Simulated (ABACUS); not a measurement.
Mg under changes of volume

One of the cells (22.644 Å³/atom); the others are scaled copies at fixed shape and fractional positions:

```
CELL_PARAMETERS angstrom
-1.83599 1.83599 1.67940
1.83599 -1.83599 1.67940
1.83599 1.83599 -1.67940
ATOMIC_POSITIONS crystal
Mg 0.00000 0.00000 0.00000
```

This isn't the form of Mg at room conditions, which is hcp.

```yaml
Program: ABACUS 3.10.1
Functional: PBE
Potentials_or_basis: PseudoDojo NC SR 0.4.1 PBE standard
Cutoff: 1143 eV
Density_cutoff: 4572 eV
Basis: plane waves
k_mesh: 11 × 11 × 11
Occupations: fermi-dirac, width 0.05 eV
Spin: no spin polarisation
```

```csv
volume (Å³/atom),energy over the lowest point (meV/atom),pressure (GPa)
21.286,16.73,3.3
21.738,8.89,2.3
22.191,3.64,1.4
22.644,0.75,0.6
23.097,0.00,-0.1
23.550,1.18,-0.7
24.003,?,?
```

Question: What does the run at 24.003 Å³/atom give?

Answer: Energy over the lowest point 4.11 meV/atom; pressure -1.3 GPa.

Worked out: A Birch-Murnaghan fit of order 3 (a polynomial in V^(-2/3)) to the other rows has its minimum at 23.04 Å³/atom with B0 = V·E''(V) = 35 GPa and B' = 4.1 at fixed shape and positions, which overstates the stiffness. It gives 4.11 meV/atom at 24.003 Å³/atom, against the run's 4.11, and -dE/dV = -1.3 GPa, against -1.3.

Energies are extrapolated to zero smearing.
